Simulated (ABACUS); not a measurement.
The system is ZrO2.

```
Zr O
1.0
     0.00000    2.54507    2.54507
     2.54507    0.00000    2.54507
     2.54507    2.54507    0.00000
Zr O
1 2
Direct
  0.98815 0.99609 0.01853
  0.75562 0.75533 0.73416
  0.25432 0.26090 0.23340
```

The cell comes from a database or a generator and needn't be the stable form of this composition.

The cell isn't the ideal one: atoms moved at random, drawn with an rms of 0.05 Å.

A run of ABACUS 3.10.1 on this cell left the log below. Logs are shortened: lines on timing, memory, paths and dates and some standing lists are left out, and cuts for length are marked.

```text
ABACUS v3.10.1

               Atomic-orbital Based Ab-initio Computation at UStc

 ------------------------------------------------------------------------------------

 READING GENERAL INFORMATION
                           global_out_dir = OUT.ZrO2/
                           global_in_card = INPUT
                               pseudo_dir = ./
                              orbital_dir =
                                    DSIZE = 4
                                    GSIZE = 1

 READING UNITCELL INFORMATION
                                    ntype = 2
                  lattice constant (Bohr) = 1.88973
              lattice constant (Angstrom) = 1

 READING ATOM TYPE 1
                               atom label = Zr
                      L=0, number of zeta = 1
                      L=1, number of zeta = 1
                      L=2, number of zeta = 1
             number of atom for this type = 1

 READING ATOM TYPE 2
                               atom label = O
                      L=0, number of zeta = 1
                      L=1, number of zeta = 1
                      L=2, number of zeta = 1
             number of atom for this type = 2

                        TOTAL ATOM NUMBER = 3
DIRECT COORDINATES
    atom                   x                   y                   z     mag                  vx                  vy                  vz
taud_Zr1            0.9881490000        0.9960930000        0.0185300000  0.0000        0.0000000000        0.0000000000        0.0000000000
taud_O1            0.7556170000        0.7553260000        0.7341640000  0.0000        0.0000000000        0.0000000000        0.0000000000
taud_O2            0.2543220000        0.2609010000        0.2334010000  0.0000        0.0000000000        0.0000000000        0.0000000000

                          Volume (Bohr^3) = 222.499
                             Volume (A^3) = 32.9708

[... 234 lines left out ...]
 E_KohnSham     -167.3437006759      -2276.8278535982
 E_Harris       -164.3096723226      -2235.5477801005
 E_Fermi        1.0776366512         14.6619988303
----------------------------------------------------------
[... 99 lines left out ...]
 Density error is 3.11917660204e-09
                          Error Threshold = 6.03295686248e-11
----------------------------------------------------------
     Energy           Rydberg                 eV
----------------------------------------------------------
 E_KohnSham     -167.8112996891      -2283.1898645574
 E_KS(sigma->0) -167.8112996891      -2283.1898645574
 E_Harris       -167.8113498252      -2283.1905466943
 E_band         -4.3402128651        -59.0516254981
 E_one_elec     -22.8764268479       -311.2497550118
 E_Hartree      27.0455463430        367.9735357876
 E_xc           -36.9631785313       -502.9098442171
 E_Ewald        -135.0172406529      -1837.0038011162
 E_entropy(-TS) -0.0000000000        -0.0000000000
 E_descf        0.0000000000         0.0000000000
 E_exx          0.0000000000         0.0000000000
 E_Fermi        1.0595598487         14.4160513146
----------------------------------------------------------

 charge density convergence is achieved
 final etot is -2283.1898646 eV
 EFERMI = 14.416051315 eV

 STATE ENERGY(eV) AND OCCUPATIONS    NSPIN == 1
 1/92 kpoint (Cartesian) = 0.0000 0.0000 0.0000 (2891 pws)
       1       -35.8451     0.00274348
       2       -13.6909     0.00274348
       3       -13.6725     0.00274348
       4       -13.6701     0.00274348
       5       -5.91104     0.00274348
       6       -3.39010     0.00274348
[... 8 lines left out ...]
      15        18.7982    2.37534e-41
      16        21.5105    6.55649e-65
[... 76 lines left out ...]
       3       -13.6948     0.00548697
       4       -13.6796     0.00548697
       5       -5.73411     0.00548697
       6       -3.51256     0.00548697
[... 8 lines left out ...]
      15        19.1715    2.71407e-44
      16        21.0744    8.04081e-61

[... levels at 86 further k points ...]

------------------------------------------------------------------------------------------
 TOTAL-FORCE (eV/Angstrom)
------------------------------------------------------------------------------------------
                       Zr1        -0.2906827650        -0.2497260243         0.3956490473
                        O1         0.3271606373         0.1611829099        -0.1509373809
                        O2        -0.0364778723         0.0885431144        -0.2447116664
------------------------------------------------------------------------------------------

----------------------------------------------------------------
 TOTAL-STRESS (KBAR)
----------------------------------------------------------------
        44.0561529639         0.5706656048        -4.7064492616
         0.5706656048        44.0718115104        -9.1074693695
        -4.7064492616        -9.1074693695        43.7066429004
----------------------------------------------------------------
 TOTAL-PRESSURE: 43.944869 KBAR

 --------------------------------------------
 !FINAL_ETOT_IS -2283.1898645574042348 eV
 --------------------------------------------
```

Problem. Write the input and the command behind it.

Solution. Single point with PBE, no spin polarisation. The files as run (others can give the same):

INPUT
```
INPUT_PARAMETERS
suffix              ZrO2
calculation         scf
basis_type          pw
pseudo_dir          ./
symmetry            1
dft_functional      pbe
ecutwfc             84
pseudo_rcut         10
nspin               1
nbands              16
ks_solver           dav
smearing_method     fd
smearing_sigma      0.00367493
scf_thr             1e-08
scf_nmax            100
mixing_type         broyden
mixing_beta         0.7
cal_force           1
cal_stress          1
kpar                4
```

STRU
```
ATOMIC_SPECIES
Zr 91.2240 Zr.upf
O 15.9990 O.upf

LATTICE_CONSTANT
1.8897261246

LATTICE_VECTORS
0.0000000000 2.5450727058 2.5450727058
2.5450727058 0.0000000000 2.5450727058
2.5450727058 2.5450727058 0.0000000000

ATOMIC_POSITIONS
Direct

Zr
0.0
1
-0.0118510000 -0.0039070000 0.0185300000 1 1 1

O
0.0
2
0.7556170000 0.7553260000 0.7341640000 1 1 1
0.2543220000 0.2609010000 0.2334010000 1 1 1
```

KPT
```
K_POINTS
0
Gamma
9 9 9 0 0 0
```

Potentials or basis: PseudoDojo NC SR 0.4.1 PBE standard, plane waves.
The run is started by
```sh
$ OMP_NUM_THREADS=1 mpirun -np 4 abacus > log
```

Caveat: an odd mesh through Γ misses points on the zone boundary, where band edges often lie.
